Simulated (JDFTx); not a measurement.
Runs of JDFTx 1.7.0 (patched build) on Li2S. It takes space group Fm-3m (No. 225, cubic). The conventional cell has a = 5.689 Å, b = 5.689 Å, c = 5.689 Å, α = 90.00°, β = 90.00°, γ = 90.00°. Around S (site symmetry m-3m) lie 8 Li at 2.46 Å. Around Li (site symmetry -43m) lie 4 S at 2.46 Å. 

```tsv
task	level	potentials or basis	cell	k mesh	cutoff (eV)	smearing	max SCF steps	SCF threshold on the energy	solver of the electrons	further solve for the empty bands	band ratio of the Davidson solver	mesh quality	gap on the mesh (eV)	pressure (GPa)
single point	PBEsol	PseudoDojo-SR-PBEsol-0.4.1-standard with smoothed tails	as given	8 × 8 × 8	1007	fermi-dirac 0.05 eV	100	1e-09 Ha	scf	yes	-	not flagged	3.22	-0.8
single point	PBEsol	PseudoDojo-SR-PBEsol-0.4.1-standard with smoothed tails	as given	8 × 8 × 8	1007	gaussian 0.05 eV	100	1e-09 Ha	scf	yes	-	not flagged	3.22	-0.8
single point	LDA	SG15-PBE-1.2 with smoothed tails	as given	4 × 4 × 4	1088	fermi-dirac 0.05 eV	100	1e-09 Ha	scf	yes	-	coarse	3.13	-2.0
single point	PBEsol	SG15-PBE-1.2 with smoothed tails	as given	4 × 4 × 4	1088	fermi-dirac 0.05 eV	100	1e-09 Ha	scf	yes	-	coarse	(b)	-0.3
single point	PBEsol	PseudoDojo-SR-PBEsol-0.4.1-standard with smoothed tails	the cell as VASP's run set it	8 × 8 × 8	1007	fermi-dirac 0.1 eV	100	1e-09 Ha	scf	yes	-	not flagged	3.22	-0.8
single point	r2SCAN	SG15-PBE-1.2 with smoothed tails	as given	4 × 4 × 4	1088	fermi-dirac 0.05 eV	100	1e-09 Ha	scf	yes	-	coarse	3.88	(a)
```

Alike in all rows: no spin polarisation.

Task: Fill in the values left out.

Result: (a) 0.4; (b) 3.21.

Caveats: some runs use coarse meshes; the potentials were made for another functional, which shifts forces and pressure (some runs).

A k mesh can miss the band edges.
